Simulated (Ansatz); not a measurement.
# MoS₂ under strain: 33S NMR of the central transition

Cell: a structure deposited in the COD, relaxed with PBE at fixed cell and then changed (z compressed by 3 %, ions relaxed).

```yaml
crystal:
  lattice:
    - [1.58150, 0.91308, 5.93963]
    - [-1.58150, 0.91308, 5.93963]
    - [0.00000, -1.82616, 5.93963]
  atoms:
    - { symbol: Mo, position: [0.99998, 0.99998, 0.99998] }
    - { symbol: S, position: [0.24591, 0.24591, 0.24591] }
    - { symbol: S, position: [0.42081, 0.42081, 0.42081] }
```

Sites (sets of like atoms) are named by element and the number of their first atom in this list.

Level of theory: DFT, PBE, plane waves and PAW, scalar-relativistic, collinear spin, 420 eV cutoff, Γ-centred 16×16×16 k-points, Fermi–Dirac smearing 0.02 eV (Ansatz 0.2.0). Start moments as typed (μB): 2 on each Mo, none on the rest.

33S has I = 3/2 and Q = -69.40 mb (Pyykkö 2018); at 35.2 T its Larmor frequency is ν₀ = 115.2 MHz. Only the quadrupole interaction is simulated: positions count from each site's isotropic chemical shift, and shift anisotropy, dipolar and J coupling are left out.

(1) What does the 33S spectrum (static powder) show for each site?

Results:

(1) 

| site | first shell | C_Q (MHz) | η | P_Q (MHz) | δ_QIS (ppm) | breadth (kHz) |
| --- | --- | --- | --- | --- | --- | --- |
| S2 | 3 Mo at 2.40 Å | 8.75 | 0.00 | 8.75 | -144 | 86.6 |
| S3 | 3 Mo at 2.40 Å | 8.26 | 0.00 | 8.26 | -129 | 77.2 |

δ_QIS = −(ν_Q²/30ν₀²)[I(I+1) − 3/4](1 + η²/3) × 10⁶ ppm with ν_Q = 3|C_Q|/[2I(2I−1)]; it falls as 1/B₀² in ppm, and the breadth as 1/B₀ in kHz.

An axis of threefold or higher order runs through S2 and S3, so V_zz lies along it and η is zero.

Without spin–orbit coupling (the program notes it for Mo) the gradients can shift somewhat, as the gap is small. The start moments die out, and the run ends without spin.
